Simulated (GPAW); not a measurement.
Crystal: TiSi.

```
Ti Si
1.0
     1.81618   -2.11762    0.00000
     1.81618    2.11762    0.00000
     0.00000    0.00000    3.80393
Ti Si
1 1
Direct
  0.50000 0.50000 0.00000
  0.00000 0.00000 0.50000
```

The cell comes from a database or a generator and needn't be the stable form of this composition.

* Program: GPAW 26.7.0
* Task: relaxation of cell and atoms
* Functional: PBEsol
* Dispersion: D3(BJ)
* Potentials or basis: PAW data sets generated in the run's folder for this functional
* Cutoff: 600 eV
* Basis: pw
* k mesh: 8 × 8 × 6
* Occupations: fermi-dirac, width 0.05 eV
* Spin: no spin polarisation

At the start: pressure -9.8 GPa; volume 14.63 Å³/atom.

Question: How do energy, volume and symmetry change on relaxing?

Answer: Over 8 steps the energy falls by 38.5 meV/atom and the volume is 13.51 Å³/atom (-7.7 %); space group Cmmm (No. 65, to 0.05 Å).

The path:
```csv
step,energy change (eV),largest force (eV/Å),pressure (GPa),volume (Å³)
1,0.0000,0.0000,-9.82,29.26
2,-0.0288,0.0000,-7.48,28.70
3,-0.0633,0.0000,0.94,27.05
4,-0.0654,0.0000,0.37,27.13
5,-0.0733,0.0000,-0.95,27.27
6,-0.0765,0.0000,-0.80,27.18
7,-0.0770,0.0000,-0.23,27.04
8,-0.0770,0.0000,-0.05,27.02
```

Final structure:
```
Ti Si
1.0
     1.79475   -1.98723    0.00000
     1.79475    1.98723    0.00000
     0.00000    0.00000    3.78746
Ti Si
1 1
Direct
  0.50000 0.50000 0.00000
  0.00000 0.00000 0.50000
```

Caveat: later steps reuse the first step's grids; pairwise dispersion overbinds metals, which lowers pressure and volume.
